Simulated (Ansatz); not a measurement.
# MgSe at 1.9 GPa: from Born charge to LO–TO splitting and polaron coupling

Method: DFT LDA, scalar-relativistic, plane waves, PAW (Ansatz 0.2.0). Plane waves to 420 eV; Γ-centred k mesh 10×10×10; fixed occupations. No spin polarisation. Phonons by linear response, acoustic sum rule imposed.

The cell is fixed (symmetry leaves no force on the atoms) and stands under 1.9 GPa:
```
Mg Se
1.0
     0.00000    2.67270    2.67270
     2.67270    0.00000    2.67270
     2.67270    2.67270    0.00000
Mg Se
1 1
Direct
  0.00000 0.00000 0.00000
  0.50000 0.50000 0.50000
```

The cell is the ideal cubic rocksalt prototype.

Linear response gives ν_TO = 211.0 cm⁻¹, Born charges ±2.382 e (positive on Mg) and ε∞ = 6.689. The primitive cell holds 38.184 Å³, and the masses are 24.305 and 78.971 amu.

Question: Find ν_LO and the static dielectric constant.

Answer: The long-wave field adds a restoring force: ω_LO² − ω_TO² = Z*²e²/(ε_vac ε∞ μV). In these units ν_LO² − ν_TO² = 4.92064×10⁷ Z*²/(μ V ε∞) cm⁻², with μ = m₁m₂/(m₁ + m₂) = 18.585 amu: 58826 cm⁻². So ν_LO = √(211.0² + 58826) = 321.5 cm⁻¹, and the run gives 321.5. Lyddane–Sachs–Teller then gives ε0 = ε∞ (ν_LO/ν_TO)² = 15.53, against 15.53 in the run (it forms both from the same three quantities, so the match checks the arithmetic only). Between ν_TO and ν_LO the dielectric function is negative and an undamped crystal reflects fully: a reststrahlen band from 31.1 to 47.4 μm.

Question: What do the Clausius–Mossotti polarisability and the Szigeti charge come to?

Answer: With the Lorentz local field, α = (3V/4π)(ε∞ − 1)/(ε∞ + 2) = 5.97 Å³ for the pair, and e_S = 3Z*/(ε∞ + 2) = 0.82 e. The Born charge includes the electrons' response to the dipole's own local field, and e_S takes that enhancement out. The Lorentz field assumes point-like polarisable ions, a poor picture once ε∞ is this large, since the electron clouds then overlap or are shared, so both numbers are formal here.

Question: How strongly does a slow electron couple to the LO mode?

Answer: For one isotropic parabolic band, Fröhlich's constant is α_F = (1/ε∞ − 1/ε0) √(m* Ry/ħω_LO), with Ry = 13.606 eV, ħω_LO = 39.9 meV and m* in free-electron masses: α_F = 0.0851 × 18.48 × √m* = 1.57 √m*. The band mass isn't part of this run; for m* = 0.1, 0.3 and 1 it gives 0.50, 0.86, 1.57. In weak coupling the polaron lies α_F ħω_LO below the band edge (34 meV at m* = 0.3) with a mass m*(1 + α_F/6); past α_F of about 5 or 6 that expansion fails. A semilocal functional's ε∞ tends to be too large, which taken alone lowers α_F.